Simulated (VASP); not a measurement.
A run of VASP 6.6.1 is set up as follows.

The input INCAR:

```
SYSTEM = RbCl
ALGO = Normal
EDIFF = 1E-7
EDIFFG = -0.01
ENCUT = 600
GGA = PE
IBRION = 2
ISIF = 2
ISMEAR = 0
IVDW = 12
LASPH = .TRUE.
LCHARG = .FALSE.
LREAL = .FALSE.
LWAVE = .FALSE.
NELM = 80
NSW = 40
PREC = Accurate
SIGMA = 0.03
```

The input KPOINTS:

```
k-points
0
G
  8 8 8
  0 0 0
```

File POSCAR:

```
RbCl                                    
1.0
    0.0000000000      3.2520562113      3.2520562113
    3.2520562113      0.0000000000      3.2520562113
    3.2520562113      3.2520562113      0.0000000000
  Rb              Cl            
     1     1
Direct
     0.0000000000000000    0.0000000000000000    0.0000000000000000
     0.5000000000000000    0.5000000000000000    0.5000000000000000
```

Potentials or basis: VASP PAW PBE potentials, release 64 (Rb_sv, Cl).

Launch:

```sh
$ cat potpaw_PBE.64/Rb_sv/POTCAR potpaw_PBE.64/Cl/POTCAR > POTCAR
$ mpirun -np 1 vasp_std > vasp.out
```

Task: Predict the band gap on the k mesh.

Result: 5.11 eV, direct.

Task: Estimate the dispersion energy per atom.

Result: -0.188 eV.

Final structure:
```xyz
2
Lattice="0.0000 3.2521 3.2521 3.2521 0.0000 3.2521 3.2521 3.2521 0.0000" Properties=species:S:1:pos:R:3 pbc="T T T"
Rb    0.0000    0.0000    0.0000
Cl    3.2521    3.2521    3.2521
```

Caveat: the relaxation stopped at its first step, so nothing moved. A k mesh can miss the band edges.
